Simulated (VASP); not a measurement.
Crystal: CdSe.

```
Cd Se
1.0
     0.00000    2.74198    2.74198
     2.74198    0.00000    2.74198
     2.74198    2.74198    0.00000
Cd Se
1 1
Cartesian
  0.0000 0.0000 0.0000
  2.7420 2.7420 2.7420
```

The cell was built by a generator and needn't be a form met in nature.

- Program: VASP 6.6.1
- Task: relaxation of cell and atoms
- Functional: PBE
- Potentials or basis: VASP PAW PBE potentials, release 64 (Cd, Se)
- Cutoff: 600 eV
- k mesh: 8 × 8 × 8
- Occupations: fermi-dirac, width 0.02 eV
- Spin: no spin polarisation

At the start: pressure 11.9 GPa; volume 20.62 Å³/atom.

How do energy, volume and symmetry change on relaxing?

Over 5 steps the energy falls by 100.4 meV/atom and the volume is 23.72 Å³/atom (+15.1 %); space group Fm-3m (No. 225, to 0.05 Å).

Step by step:
```
step  energy change (eV)  largest force (eV/Å)  pressure (GPa)  volume (Å³)
   1              0.0000                0.0000           11.87        41.23
   2             -0.1577                0.0000           -3.62        51.03
   3             -0.2009                0.0000            0.04        47.43
   4             -0.2008                0.0000           -0.13        47.56
   5             -0.2009                0.0000            0.02        47.44
```

Final structure:
```xyz
2
Lattice="0.0000 2.8733 2.8733 2.8733 0.0000 2.8733 2.8733 2.8733 0.0000" Properties=species:S:1:pos:R:3 pbc="T T T"
Cd    0.0000    0.0000    0.0000
Se    2.8733    2.8733    2.8733
```

Caveat: the volume moved by over 15 % at a fixed basis, so the end points are rough.
